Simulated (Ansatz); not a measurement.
Structures of BAs: which is lowest?

Plane-wave DFT in Ansatz with scalar-relativistic PAW potentials, cutoff 500 eV, Γ-centred meshes chosen by cell and gap, Gaussian smearing with energies taken to zero width. Every cell was relaxed (cell and atoms) in a run of its own, within the symmetry of its start. Functional: r2SCAN.

Relaxed structures (starts from databases or built by putting these elements on another compound's sites):
A. F-43m, 2 atoms in the computed cell, a = 4.784 Å; sites (symmetry × multiplicity) B -43m × 4, As -43m × 4; start: database
B. P-6m2, 4 atoms in the computed cell, a = 3.366 Å, c = 7.995 Å; sites (symmetry × multiplicity) B -6m2 × 1 + -6m2 × 1, As -6m2 × 1 + -6m2 × 1; start: built
C. P6_3/mmc, 4 atoms in the computed cell, a = 3.366 Å, c = 8.689 Å; sites (symmetry × multiplicity) B -6m2 × 2, As -6m2 × 2; start: built

Rank them by energy. Could pressure change the order?

```tsv
structure	group	E − E(lowest) (meV/atom)	V (Å³/atom)	gap on mesh (eV)
A	F-43m	0.0	13.68	1.37
B	P-6m2	393	19.61	0.82
C	P6_3/mmc	404	21.31	0.95
```

A is lowest, 393 meV/atom under B. The lowest is also the densest of these, so pressure wouldn't bring one of the others in at first order. Other structures may lie lower than all of these, and vibrations aren't counted.

An odd mesh misses points on the zone edge, so a gap read on it can be too wide.